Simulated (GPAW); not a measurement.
# La2O3 (P-62m) in GPAW: notebook, part 2 of 2

GPAW 26.7.0.

### Step 3. Equation of state, LDA

run.py

```python
from ase import Atoms
from ase.eos import EquationOfState
from ase.io import Trajectory
from ase.units import GPa
from gpaw import GPAW, PW

atoms = Atoms(['La', 'La', 'O', 'O', 'O'],
              cell=[[6.2667802772, 0.0, 0.0],
                    [-3.1333901386, 5.42719092, 0.0],
                    [0.0, 0.0, 3.299766]],
              scaled_positions=[[0.6666666667, 0.3333333333, 0.5],
                                [0.3333333333, 0.6666666667, 0.5],
                                [0.50801399, 0.0, 0.0],
                                [0.0, 0.50801399, 0.0],
                                [0.49198601, 0.49198601, 0.0]],
              pbc=True)

traj = Trajectory('eos.traj', 'w')
volumes, energies = [], []
for x in [0.94, 0.96, 0.98, 1.0, 1.02, 1.04, 1.06]:
    a = atoms.copy()
    a.set_cell(atoms.cell * x**(1 / 3), scale_atoms=True)
    calc = GPAW(mode=PW(800),
                xc='LDA',
                kpts={'size': (4, 4, 5), 'gamma': True},
                occupations={'name': 'fermi-dirac', 'width': 0.05},
                nbands=42,
                convergence={'density': 1e-05, 'energy': 1e-05},
                maxiter=150,
                txt=f'eos-{x:.2f}.txt')
    a.calc = calc
    energies.append(a.get_potential_energy(force_consistent=True))
    volumes.append(a.get_volume())
    p = -a.get_stress()[:3].mean() / GPa
    calc.write(f'eos-{x:.2f}.gpw')
    traj.write(a)
    print(f'{x:.2f} {volumes[-1]:10.4f} A^3 {energies[-1]:14.6f} eV {p:9.3f} GPa', flush=True)

v0, e0, B = EquationOfState(volumes, energies, eos='birchmurnaghan').fit()
print(f'V0 = {v0:.4f} A^3, E0 = {e0:.6f} eV, B0 = {B / GPa:.2f} GPa')
```

Potentials or basis: the program's PAW data sets (release 1.2.1) made for this functional, pw.

Launch:

```console
$ OMP_NUM_THREADS=1 python run.py
```

The log of the run:

```text
__  _  _
 | _ |_)|_||  |
 |__||  | ||/\| - 26.7.0

Input parameters:
  mode=PW(ecut=800.0),
  convergence={'density': 1e-05, 'energy': 1e-05},
  kpts=MonkhorstPack(size=(4, 4, 5), gamma=True),
  maxiter=150,
  nbands=42,
  occupations=Occupations(name='fermi-dirac', width=0.05),
  xc=XC(name='LDA')

Diagonalizing LCAO Hamiltonian
Converting LCAO to pw mode

             La
                    La
         O      O

                  O

Atoms  # Å, Bohr magnetons
|   | symbol |         x |        y |        z |    initial magnetic moments |
|---|--------|-----------|----------|----------|-----------------------------|
| 0 |     La |  3.069425 | 1.772134 | 1.616202 | ( 0.0000,  0.0000,  0.0000) |
| 1 |     La | -0.000000 | 3.544267 | 1.616202 | ( 0.0000,  0.0000,  0.0000) |
| 2 |      O |  3.118622 | 0.000000 | 0.000000 | ( 0.0000,  0.0000,  0.0000) |
| 3 |      O | -1.559311 | 2.700806 | 0.000000 | ( 0.0000,  0.0000,  0.0000) |
| 4 |      O |  1.510114 | 2.615595 | 0.000000 | ( 0.0000,  0.0000,  0.0000) |

Unit cell  # Å
| periodic |         x |        y |        z |  lengths |     angles |
|----------|-----------|----------|----------|----------|------------|
|      yes |  6.138851 | 0.000000 | 0.000000 | 6.138851 |  90.000000 |
|      yes | -3.069425 | 5.316401 | 0.000000 | 6.138851 |  90.000000 |
|      yes |  0.000000 | 0.000000 | 3.232405 | 3.232405 | 120.000000 |

Number of symmetries: 12
Symmetry operations  # r_c * U_cc + t_c -> r_c
|    | kind |            matrix            |
|----|------|------------------------------|
|  0 |  E   |  1, 0, 0,  0, 1, 0,  0, 0, 1 |
|  1 |  σ   |  1, 0, 0,  0, 1, 0,  0, 0,-1 |
|  2 |  σ   |  1, 0, 0, -1,-1, 0,  0, 0, 1 |
|  3 |  C2  |  1, 0, 0, -1,-1, 0,  0, 0,-1 |
|  4 |  σ   |  0, 1, 0,  1, 0, 0,  0, 0, 1 |
|  5 |  C2  |  0, 1, 0,  1, 0, 0,  0, 0,-1 |
|  6 |  C3  |  0, 1, 0, -1,-1, 0,  0, 0, 1 |
|  7 |  S3  |  0, 1, 0, -1,-1, 0,  0, 0,-1 |
|  8 |  C3  | -1,-1, 0,  1, 0, 0,  0, 0, 1 |
|  9 |  S3  | -1,-1, 0,  1, 0, 0,  0, 0,-1 |
| 10 |  σ   | -1,-1, 0,  0, 1, 0,  0, 0, 1 |
| 11 |  C2  | -1,-1, 0,  0, 1, 0,  0, 0,-1 |

BZ-sampling:
  Number of BZ points: 80
  Number of IBZ points: 12

  Monkhorst-Pack size: [4, 4, 5]
  Monkhorst-Pack shift: [0.125, 0.125, 0.0]

K-points  # in reciprocal-cell coordinates
|     |                                coordinates |     weight |
|-----|--------------------------------------------|------------|
|   0 | (  0.00000000,   0.00000000,   0.00000000) | 0.01250000 |
|   1 | (  0.00000000,   0.00000000,   0.20000000) | 0.02500000 |
|   2 | (  0.00000000,   0.00000000,   0.40000000) | 0.02500000 |
|   3 | (  0.25000000,   0.00000000,   0.00000000) | 0.07500000 |
|   4 | (  0.25000000,   0.00000000,   0.20000000) | 0.15000000 |
|   5 | (  0.25000000,   0.00000000,   0.40000000) | 0.15000000 |
|   6 | (  0.50000000,   0.25000000,   0.00000000) | 0.07500000 |
|   7 | (  0.50000000,   0.25000000,   0.20000000) | 0.15000000 |
|   8 | (  0.50000000,   0.25000000,   0.40000000) | 0.15000000 |
|   9 | (  0.50000000,   0.50000000,   0.00000000) | 0.03750000 |
| ... |                                            |            |
|  11 | (  0.50000000,   0.50000000,   0.40000000) | 0.07500000 |

Plane wave coefficients: 5452
Cutoff: 800.0 eV

Spin-components: 1 (collinear spins)
Bands:           42
Projectors:      31
Spin-degeneracy: 2
Datatype:        complex128

Parallelization:
  kpt:    1
  domain: 1
  band:   1

Density:
  Valence electrons: 40.0
  Components: 1
  Grid points: [42 42 24]
  Charge: 0.0  # |e|

Potential:
  Grid points: [42 42 24]

species:
  La:
    name:    Lanthanum
    Z:       57.0
    valence: 11
    core:    46
    charge:  0.0  # [|e|]
    compensation charges:
      type: gauss
      rc: 0.35  # [Å]
      lmax: 2
    cutoffs:
      filter: 1.17  # [Å]
      core: 2.19  # [Å]
    projectors
    | kind |    occ | energy [eV] | rcut [Å] |
    |------|--------|-------------|----------|
    |   5s |  2.000 |     -39.071 |    1.164 |
    |   6s |  2.000 |      -3.813 |    1.164 |
    |   5p |  6.000 |     -22.478 |    1.164 |
    |   6p |  0.000 |      -1.412 |    1.164 |
    |   5d |  1.000 |      -3.204 |    1.164 |
    |   4f |  0.000 |      -4.581 |    1.164 |
    |    d |        |      24.008 |    1.164 |
    |    f |        |      22.631 |    1.164 |

    Using partial waves for La as LCAO basis

  O:
    name:    Oxygen
    Z:       8.0
    valence: 6
    core:    2
    charge:  0.0  # [|e|]
    compensation charges:
      type: gauss
      rc: 0.21  # [Å]
      lmax: 2
    cutoffs:
      filter: 1.17  # [Å]
      core: 0.83  # [Å]
    projectors
    | kind |    occ | energy [eV] | rcut [Å] |
    |------|--------|-------------|----------|
    |   2s |  2.000 |     -23.752 |    0.688 |
    |   2p |  4.000 |      -9.195 |    0.598 |
    |    s |        |       3.459 |    0.688 |
    |    p |        |      18.016 |    0.598 |
    |    d |        |       0.000 |    0.619 |

    Using partial waves for O as LCAO basis

Reference energy: -467960.970027  # eV

eigensolver:
  PPCG
  Converge bands: occupied
  niter=2

density mixing:
  MSR1-Mixer
  Pratt-step length: 0.05
  Maximum mixing coefficient: 0.75
  Old densities: 10
  SVD Regularization: 0.005
  Good broyden scale: 1.0
  Trust region scale: 1.0
  Backstep threshold: 4.0
  History deletion threshold: 6.0
  Fourier metric: weight=20.0, sigma=0.015

occupation numbers:
  Fermi-Dirac:
    width: 0.0500  # eV

poisson solver:
  ecut: 6400.0  # eV

xc functional:
  name: None

convergence criteria:
- Maximum integral of absolute [dens]ity change: 1e-05 electrons / valence electron
- Maximum [total energy] change in last 3 cyles: 1e-05 eV / valence electron
- Maximum integral of absolute [eigenst]ate change: 4e-08 eV^2 / valence electron
maximum number of iterations: 150

SCF iterations
|iter     | |      energy | eigst |  dens |
|---------|-|-------------|-------|-------|
|iter:   1| |  -50.250702 | +0.23 |       |
|iter:   2| |  -48.590475 | -0.74 | -0.84 |
|iter:   3| |  -44.824708 | +0.10 | -0.90 |
|iter:   4| |  -44.708486 | -1.49 | -1.37 |
|iter:   5| |  -44.664864 | -1.87 | -1.61 |
|iter:   6| |  -44.663793 | -2.72 | -2.31 |
|iter:   7| |  -44.663927 | -4.30 | -2.86 |
|iter:   8| |  -44.663928c| -5.12 | -3.60 |
|iter:   9| |  -44.663929c| -6.50 | -4.14 |
|iter:  10| |  -44.663929c| -7.74c| -4.84 |
|iter:  11| |  -44.663929c| -8.71c| -5.63c|

Converged in 11 steps
Energy contributions relative to reference atoms: (reference = -467960.970027)

Energy contributions:
  Kinetic:          72.616352
  Coulomb:         -67.475478
  Zero:             -0.490947
  External:          0.000000
  Xc:              -49.313856
  Entropy:          -0.000000
  Spinorbit:         0.000000
  ----------------------------
  Free energy:     -44.663929
  Extrapolated:    -44.663929

dipole moment: (-8.596366, -14.889342, -27.158427)  # |e|*Ang

Fermi level: 5.798
Eigenvalues  # (at kpt = [0.000, 0.000, 0.000])
| band index |      eig [eV] | occ [0-2] |
|------------|---------------|-----------|
|          0 |       -25.207 |     2.000 |
|        ... |               |           |
|         12 |         2.666 |     2.000 |
|         13 |         2.666 |     2.000 |
|         14 |         2.948 |     2.000 |
|         15 |         2.948 |     2.000 |
|         16 |         4.109 |     2.000 |
|         17 |         4.109 |     2.000 |
[... 8 lines left out ...]
|         26 |        10.215 |     0.000 |
|         27 |        10.258 |     0.000 |
|        ... |               |           |
|         41 |        13.201 |     0.000 |

Gap: 1.297 eV
Transition (v -> c):
  (s=0, k=2, n=19, [0.00, 0.00, 0.40]) -> (s=0, k=0, n=20, [0.00, 0.00, 0.00])
Direct/indirect transitions are different
Direct gap: 1.740 eV
Transition at: (s=0, k=0, n=19, [0.00, 0.00, 0.00])

Stress tensor  # eV/Ang^3
|         x |         y |         z |
|-----------|-----------|-----------|
| -0.025364 |  0.000000 |  0.000000 |
|  0.000000 | -0.025364 |  0.000000 |
|  0.000000 |  0.000000 | -0.018997 |

# Writing to eos-0.94.gpw (mode='')
```

Wall time 8.7 min (1 thread of Arm Neoverse V1, shared host); peak memory 0.56 GiB.

Results:

* Equilibrium volume: 21.81 Å³/atom
* Bulk modulus at fixed shape and positions: 107 GPa
* Pressure derivative of the bulk modulus: 4.3

Energy against volume, from the lowest point:
```csv
volume (Å³/atom),energy (meV/atom)
21.099,7.64
21.548,0.54
21.997,0.00
22.446,5.40
22.895,16.11
23.344,31.59
23.792,51.34
```

Caveat: the k mesh is coarse (spacing up to 0.38 Å⁻¹), so the values aren't converged; one-centre terms of the f shell are cut off; the cell was scaled at fixed shape and fractional positions, which overstates the stiffness of a crystal with free parameters, most of all of layers and chains. Spin-orbit coupling is left out, which matters for the levels of La.
